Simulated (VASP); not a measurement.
Set up this calculation in VASP 6.6.1, as the native input.

```yaml
Task: single point
Functional: r2SCAN
Potentials_or_basis: VASP PAW PBE potentials, release 64 (Na_pv, I)
Cutoff: 520 eV
k_mesh: 6 × 6 × 6
Occupations: gaussian, width 0.01 eV
Spin: no spin polarisation
Dipole_correction: no
Further_INCAR_settings: ALGO = Normal; EDIFF = 1e-06; NBANDS = 14
```

Crystal: NaI.

```
Na I
1.0
     4.11569    0.00000    0.00000
     0.00000    4.04054    0.00000
     0.00000    0.00000    4.04054
Na I
1 1
Direct
  0.00000 0.00000 0.00000
  0.50000 0.50000 0.50000
```

The cell was built by a generator and needn't be a form met in nature.

The cell isn't the ideal one: uniaxial_x strain +1.9%.

The input as run:

POSCAR

```
NaI
1.0
    4.1156906771      0.0000000000      0.0000000000
    0.0000000000      4.0405366946      0.0000000000
    0.0000000000      0.0000000000      4.0405366946
Na I
1 1
Direct
    0.0000000000      0.0000000000      0.0000000000
    0.5000000000      0.5000000000      0.5000000000
```

INCAR.step1

```
SYSTEM = NaI
  PREC = Accurate
  ENCUT = 520
  ISMEAR = 0
  SIGMA = 0.01
  LREAL = .False.
  LASPH = .True.
  NELM = 100
  NBANDS = 14
  GGA = PE
  ALGO = Normal
  EDIFF = 1E-4
  LWAVE = .True.
  LCHARG = .False.
```

INCAR.step2

```
SYSTEM = NaI
  PREC = Accurate
  ENCUT = 520
  EDIFF = 1E-6
  ISMEAR = 0
  SIGMA = 0.01
  LREAL = .False.
  LASPH = .True.
  NELM = 100
  ALGO = Normal
  ISIF = 2
  LWAVE = .False.
  LCHARG = .False.
  METAGGA = R2SCAN
  LMIXTAU = .True.
  NBANDS = 14
  ISTART = 1
```

KPOINTS

```
Automatic mesh
0
Gamma
  6 6 6
  0 0 0
```

Potentials or basis: VASP PAW PBE potentials, release 64 (Na_pv, I).

Run with:

```console
$ cat potpaw_PBE.64/Na_pv/POTCAR potpaw_PBE.64/I/POTCAR > POTCAR
$ cp INCAR.step1 INCAR
$ mpirun -np 1 vasp_std > vasp.out
$ cp INCAR.step2 INCAR
$ mpirun -np 1 vasp_std > vasp.out
```

It gave:

* Pressure: -0.4 GPa
* Band gap on the k mesh: 2.99 eV, indirect (least direct gap 3.33 eV)

Caveat: the PAW data sets were made with another functional, which shifts forces and pressure a little; spin-orbit coupling is left out, which moves the levels of the heavy elements.

Wall time 36 s on 1 thread of AMD EPYC 9R45 96-Core Processor (Zen 5) (shared host), peak memory 0.16 GiB.
